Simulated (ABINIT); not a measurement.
I:

```
CELL_PARAMETERS angstrom
0.00000 2.36560 3.90984
2.19225 0.00000 3.90984
2.19225 2.36560 0.00000
ATOMIC_POSITIONS crystal
I 0.00000 0.00000 0.00000
```

Base run:

- Program: ABINIT 10.8.3 (patched build)
- Functional: PBEsol
- Potentials or basis: JTH PAW PBE v2.0
- Cutoff: 408 eV
- k mesh: 9 × 9 × 9
- Occupations: fermi-dirac, width 0.05 eV
- Spin: no spin polarisation

Its results: band gap on the k mesh none (metal or under the smearing width); pressure -1.4 GPa.

Problem. After a change of settings the same cell gave: band gap on the k mesh none (metal or under the smearing width); pressure 2.3 GPa. Which change was it?
A. functional from PBEsol to rPW86PBE
B. functional from PBEsol to SOGGA
C. functional from PBEsol to WC
D. functional from PBEsol to PBE; k mesh from 9 × 9 × 9 to 5 × 5 × 5

Solution. A.

Caveats: the PAW data sets were made with another functional, which shifts forces and pressure a little; spin-orbit coupling is left out, which moves the levels of the heavy elements; an odd number of electrons without spin polarisation forces a metal; a magnetic or distorted state may lie lower.
